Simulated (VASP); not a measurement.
Crystal: Co.

```xyz
2
Lattice="2.4720 0.0000 0.0000 -1.2360 2.1408 0.0000 0.0000 0.0000 4.0211" Properties=species:S:1:pos:R:3 pbc="T T T"
Co    1.2360    0.7136    3.0159
Co    0.0000    1.4272    1.0053
```

* Program: VASP 6.6.1
* Task: single point
* Functional: PBE
* Potentials or basis: VASP PAW PBE potentials, release 64 (Co)
* Cutoff: 520 eV
* k mesh: 12 × 12 × 7
* Occupations: fermi-dirac, width 0.05 eV
* Spin: collinear spin, ferromagnetic start
* Starting moments: [2.0, 2.0] μB

On this cell: pressure 3.9 GPa; largest force under 0.003 eV/Å; net moment 3.19 μB per cell; site moments Co +1.61 μB; band gap on the k mesh none (metal or under the smearing width).

The same run follows on a disturbed copy (atoms moved at random, drawn with an rms of 0.05 Å):

```xyz
2
Lattice="2.4720 0.0000 0.0000 -1.2360 2.1408 0.0000 0.0000 0.0000 4.0211" Properties=species:S:1:pos:R:3 pbc="T T T"
Co    1.2570    0.6694    2.9866
Co    0.0418    1.3977    0.9655
```

Task: What changes?

Result: The energy (extrapolated to zero smearing) moves by +0.6 meV/atom; pressure 3.9 GPa; largest force 0.095 eV/Å; net moment 3.20 μB per cell; site moments Co +1.61 μB; band gap on the k mesh none (metal or under the smearing width).

Forces in eV/Å, atoms in the order of the input:
```
Co   0.054  0.038 -0.069
Co  -0.054 -0.038  0.069
```

Stress tensor (GPa, compression positive):
```
 4.53 -0.40 -0.03
-0.40  5.09 -0.02
-0.03 -0.02  2.09
```
